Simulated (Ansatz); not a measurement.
Theory: DFT PBE, scalar-relativistic, plane waves, PAW in Ansatz. Several structures of AlRu5 were relaxed, and the powder pattern of one of them was computed from 10° to 70° in 2θ (λ = 1.5406 Å; lines under 1 % are left out).

Cu Kα1 powder pattern (kinematic, no thermal factors).
```tsv
2θ (°)	relative intensity
16.11	6
24.27	2
32.58	2
33.61	3
36.55	5
41.01	1
41.04	100
46.74	34
49.72	14
49.76	1
53.33	1
63.91	2
68.25	11
```

Question: Which structure gives it?
A. Space group P4/mmm (No. 123), tetragonal, a = 2.746 Å, c = 10.995 Å. Al has 8 Ru at 2.64 Å and 4 Al at 2.75 Å; around Ru on a site of symmetry 4mm lie 4 Al at 2.64 Å and 8 Ru at 2.65–2.75 Å; around Ru on a second site of symmetry 4mm lie 12 Ru at 2.65–2.75 Å; 1 more site not described.
B. Space group P-6m2 (No. 187), hexagonal, a = 2.750 Å, c = 12.673 Å. Around Al lie 6 Ru at 2.63 Å and 6 Al at 2.75 Å; Ru on a site of symmetry 3m is surrounded by 3 Al at 2.63 Å and 9 Ru at 2.65–2.75 Å; around Ru on a second site of symmetry 3m lie 12 Ru at 2.65–2.75 Å; 1 more site not described.
C. Space group P-62m (No. 189), hexagonal, a = 4.701 Å, c = 4.352 Å. Al has 12 Ru at 2.68–2.71 Å; around Ru on a site of symmetry m2m lie 2 Al at 2.68 Å and 10 Ru at 2.68–2.72 Å; Ru on a site of symmetry -6 has 9 Ru at 2.68–2.71 Å and 3 Al at 2.71 Å.

Answer: A. Its strongest line, at 2θ = 41.04°, has d = λ/(2 sin θ) = 2.198 Å and is the (1 0 3) reflection of the conventional P4/mmm cell with a = 2.746 Å, c = 10.995 Å. The others have their strongest lines at 43.6° (B); 43.7° (C).

The cells needn't be stable.
